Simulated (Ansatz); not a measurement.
# CdSe: the cost of one run

Method: DFT PBE, scalar-relativistic, in Ansatz 0.2.0.

### Step 1. Starting point

Symmetry: F-43m, No. 216, cubic system. Conventional cell: a = 6.141 Å, b = 6.141 Å, c = 6.141 Å, α = 90.00°, β = 90.00°, γ = 90.00°. Around Cd (site symmetry -43m) lie 4 Se at 2.66 Å. Se (site symmetry -43m) is surrounded by 4 Cd at 2.66 Å.

Structure file:

```
CELL_PARAMETERS angstrom
0.00000 3.07027 3.07027
3.07027 0.00000 3.07027
3.07027 3.07027 0.00000
ATOMIC_POSITIONS crystal
Cd 0.00000 0.00000 0.00000
Se 0.25000 0.25000 0.25000
```

Atoms are numbered in the order of the input: Cd1, Se2.

### Step 2. The deformed structure

Space group F-43m before, I-4m2 after.

### Step 3. All-electron LAPW

The input, input.yaml:

```yaml
crystal:
  lattice:
    - [0.0, 3.1623793346, 3.0702711986]
    - [3.1623793346, 0.0, 3.0702711986]
    - [3.1623793346, 3.1623793346, 0.0]
  atoms:
    - { symbol: Cd, position: [0.0, 0.0, 0.0] }
    - { symbol: Se, position: [0.25, 0.25, 0.25] }
kpoints:
  mp_grid: { grid: [8, 8, 8] }
  band_path:
    path:
      - [0.0, 0.0, 0.0]
      - [0.0, 0.5, 0.5]
      - [0.25, 0.75, 0.5]
      - [0.0, 0.5, 0.0]
      - [0.0, 0.0, 0.0]
      - [0.5, 0.5, 0.0]
      - [0.3826125, 0.6173875, 0.0]
      - [-0.3826125, 0.3826125, 0.0]
      - [0.0, 0.0, 0.0]
    npoints: 5
scf:
  occupations: { method: fermi_dirac, width: 0.03 }
hamiltonian:
  xc: pbe
  pseudopotentials: { kind: all_electron, lapw: { basis_error: 0.001 } }
output:
  forces: true
  stress: true
  eigenvalues: true
```

The run is started by

```bash
$ ansatz run input.yaml --threads 1 --pin off --max-ram 3072MiB --backend cpu --events-out ev --progress --plain --runs-dir out
```

Q: Estimate wall time and peak memory on 1 thread of Intel Xeon 6975P-C (Granite Rapids), shared host.

About 18 s, with a peak of 0.4 GiB.
